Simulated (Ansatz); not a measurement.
## Pressure series in RuO2

The reference is RuO₂ in the rutile structure (space group P4_2/mnm, No. 136; a = 4.466 Å, c = 3.092 Å).

Cell and atoms are relaxed at each pressure.

All numbers come from plane-wave PAW DFT at the PBEsol level (Ansatz, an electronic-structure program, 420 eV), no SOC.

| pressure (GPa) | volume per atom (Å³/atom) |
|---|---|
| -2 | 10.354 |
| -1 | 10.316 |
| 0 | 10.279 |
| 3 | 10.171 |
| 7 | ? |
| 15 | 9.795 |
| 30 | 9.411 |
| 75 | 8.584 |
| 100 | 8.244 |

### Question
Fit the third-order Birch–Murnaghan form P(V) = (3B₀/2)[(V₀/V)^(7/3) − (V₀/V)^(5/3)]·[1 + (3/4)(B₀′ − 4)((V₀/V)^(2/3) − 1)] (squares taken in P) to the rows shown and predict the withheld row.

### Answer
Least squares on the printed values gives V₀ = 10.278 Å³/atom, B₀ = 282 GPa, B₀′ = 4.3; this predicts 10.039 Å³/atom, and the run gives 10.037 Å³/atom, 0.002 lower.

Measured bulk modulus of RuO2: 270 GPa (room temperature; as listed in YANLING LI, ZHI ZENG, International Journal of Modern Physics C (2008)); the computed value is for a static lattice, so the two differ by thermal effects too.

Load acts through the strain it causes; cell and atoms are relaxed under it. Whether these cells are dynamically stable was not tested. No other phases were tried under pressure. No Hubbard U is applied, and correlation can decide whether such a compound is a metal. The final runs are not spin-polarised.
